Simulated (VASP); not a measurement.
The system is MgS (Niningerite).

```
CELL_PARAMETERS angstrom
0.00000 2.60165 2.60165
2.60165 0.00000 2.60165
2.60165 2.60165 0.00000
ATOMIC_POSITIONS crystal
S 0.50000 0.50000 0.50000
Mg 0.00000 0.00000 0.00000
```

- Program: VASP 6.6.1
- Task: relaxation of cell and atoms
- Functional: PBE
- Dispersion: D3(BJ)
- Potentials or basis: VASP PAW PBE potentials, release 64 (S, Mg)
- Cutoff: 600 eV
- k mesh: 9 × 9 × 9
- Occupations: fermi-dirac, width 0.05 eV
- Spin: no spin polarisation

At the start: pressure -2.4 GPa; volume 17.61 Å³/atom.

Q: Where does the relaxation end?

A: Over 3 steps the energy falls by 4.2 meV/atom and the volume is 17.07 Å³/atom (-3.1 %); space group Fm-3m (No. 225, to 0.05 Å).

Step by step:
```
step  energy change (eV)  largest force (eV/Å)  pressure (GPa)  volume (Å³)
   1              0.0000                0.0000           -2.41        35.22
   2             -0.0080                0.0000            0.61        33.89
   3             -0.0084                0.0000            0.00        34.13
```

Final structure:
```cif
data_structure
_symmetry_space_group_name_H-M 'P 1'
_symmetry_Int_Tables_number 1
_cell_length_a 3.6410
_cell_length_b 3.6410
_cell_length_c 3.6410
_cell_angle_alpha 60.000
_cell_angle_beta 60.000
_cell_angle_gamma 60.000
_cell_volume 34.13
loop_
_atom_site_label
_atom_site_type_symbol
_atom_site_fract_x
_atom_site_fract_y
_atom_site_fract_z
_atom_site_occupancy
S1 S 0.50000 0.50000 0.50000 1
Mg1 Mg 0.00000 0.00000 0.00000 1
```
